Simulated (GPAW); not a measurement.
**MnS in GPAW: convergence with response cutoff (eV)**

Crystal: MnS.

```
S Mn
1.0
     1.83000    1.05655    2.97092
    -1.83000    1.05655    2.97092
     0.00000   -2.11310    2.97092
S Mn
1 1
Direct
  0.50000 0.50000 0.50000
  0.00000 0.00000 0.00000
```

The cell is a database's computed one.

| Property | Result |
| --- | --- |
| Program | GPAW 26.7.0 |
| Task | magnons |
| Functional | LDA |
| Potentials or basis | the program's PAW data sets (release 1.2.1) made for this functional |
| Cutoff | 450 eV |
| Basis | pw |
| k mesh | 7 × 7 × 7 |
| Occupations | fermi-dirac, width 0.05 eV |
| Spin | collinear spin, ferromagnetic start |
| Starting moments | [0.0, 5.0] μB |

These are the settings of the first run; the series varies response cutoff (eV), with any setting tied to it.

Hardware: 1 thread of Intel(R) Xeon(R) Platinum 8259CL CPU @ 2.50GHz (Skylake/Cascade Lake), on a shared host.

| response cutoff (eV) | energy less the tightest run, at zero smearing (meV/atom) | SCF cycles | CPU time (s) | peak memory (GiB) |
| --- | --- | --- | --- | --- |
| 40 | 0.00 | 9 | 220 | 0.41 |
| 60 | 0.00 | 9 | 230 | 0.41 |
| 100 | 0.00 | 9 | 260 | 0.42 |
| 150 | 0.00 | 9 | 190 | 0.42 |
| 200 | 0.00 | 9 | 250 | 0.43 |
| 300 | 0.00 | 9 | 280 | 0.52 |

Against the tightest run, the energy stays within 1 meV/atom from 40 on. The tightest run that finished is the yardstick and may itself not be fully converged.

Caveat, for the tightest run too: the number of bands moves the energies at small q by some ten meV; the k mesh is coarse; the exchange constants hang on this mesh and on the site radius; magnon energies are noisy on this mesh; a cell with one magnetic atom can't hold antiferromagnetic order, which such compounds often take.
